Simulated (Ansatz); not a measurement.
Input and command of a plane-wave DFT calculation in Ansatz:

```yaml
crystal:
  lattice:
    - [2.7484293516, 0.0, 0.0]
    - [0.0, 2.7484293516, 0.0]
    - [0.0, 0.0, 2.7484293516]
  atoms:
    - { symbol: Al, position: [0.0, 0.0, 0.0] }
    - { symbol: Ni, position: [0.5, 0.5, 0.5] }
basis:
  ecutwfc: 420
kpoints:
  mp_grid: { grid: [20, 20, 20] }
hamiltonian:
  xc: pbe
scf:
  occupations: { method: gaussian, width: 0.15 }
output:
  forces: true
  stress: true
  eigenvalues: true
```

```bash
ansatz run input.yaml --threads 2 --pin off --max-ram 5120MiB --backend cpu --events-out ev --progress --plain --runs-dir out
```

Processor: Arm Neoverse V2, 2 threads, on a host shared with other jobs.

Question: How long does it run, and how much memory does it take?

Answer: About 1.8 s on 2 threads of Arm Neoverse V2, with other jobs on the host, peak memory 0.36 GiB. It solves 15 bands at 286 k points (the mesh reduced by the symmetry that the task leaves, which can be less than the crystal's) with about 437 plane waves, in 6 SCF iterations.
